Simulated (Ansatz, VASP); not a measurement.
**Two plane-wave programs on AlN**

The input INCAR:

```
SYSTEM = AlN
  PREC = Accurate
  ENCUT = 520
  EDIFF = 1E-7
  ISMEAR = 0
  SIGMA = 0.02
  LREAL = .FALSE.
  LASPH = .TRUE.
  NELM = 100
  ALGO = Normal
  ISIF = 2
  LWAVE = .FALSE.
  LCHARG = .FALSE.
  GGA = PS
  NBANDS = 11
```

KPOINTS

```
Automatic mesh
0
G
  10 10 10
  0 0 0
```

File POSCAR:

```
AlN
1.0
    0.0131039614      2.1545533264      2.1675917680
    2.1612363467      0.0061807018      2.1745150276
    2.1699723209      2.1702125602     -0.0025552725
Al N
1 1
Direct
    0.0290637304      0.0153594775      0.0141873129
    0.7209362696      0.7346405225      0.7358126871
```

Input for Ansatz:

```yaml
crystal:
  lattice:
    - [0.0131039614, 2.1545533264, 2.167591768]
    - [2.1612363467, 0.0061807018, 2.1745150276]
    - [2.1699723209, 2.1702125602, -0.0025552725]
  atoms:
    - { symbol: Al, position: [0.0290637304, 0.0153594775, 0.0141873129] }
    - { symbol: "N", position: [0.7209362696, 0.7346405225, 0.7358126871] }
basis:
  ecutwfc: 420
kpoints:
  mp_grid: { grid: [10, 10, 10] }
hamiltonian:
  xc: pbesol
scf:
  occupations: { method: gaussian, width: 0.02 }
output:
  forces: true
  stress: true
  eigenvalues: true
  populations: true
```

Change from the starting cell: all atoms moved at random, cell strained at random.

Alike in both runs: task single point; functional PBEsol; k mesh 10 × 10 × 10; occupations gaussian, width 0.02 eV; no spin polarisation.

```csv
,VASP,Ansatz
version,VASP 6.6.1,Ansatz 0.2.0
potentials or method,"VASP PAW PBE potentials, release 64 (Al, N)","scalar-relativistic, plane waves, PAW"
plane-wave cutoff (eV),520,420
valence electrons in the cell,8,8
```

Ansatz gave:

```
gap on the k mesh at the Fermi level (eV)       : 2.38
least direct gap on the mesh (eV)               : 3.35
pressure (GPa)                                  : 15.7
largest component of the traceless stress (GPa) : 14.37
rms of the force components (eV/Å)              : 1.568
```

**Question.** What did VASP give for the same quantities?

**Answer.** gap on the k mesh at the Fermi level (eV): 2.37; least direct gap on the mesh (eV): 3.36; pressure (GPa): 16.0; largest component of the traceless stress (GPa): 14.65; rms of the force components (eV/Å): 1.584.

Atom by atom the forces differ by 0.018 eV/Å (rms over components).

Caveats: so large a pressure means that the cell lies far from this level's equilibrium, or that cutoff or potentials fall short (VASP); the potentials were made for another functional, which shifts forces and pressure (VASP). A k mesh can miss the band edges.
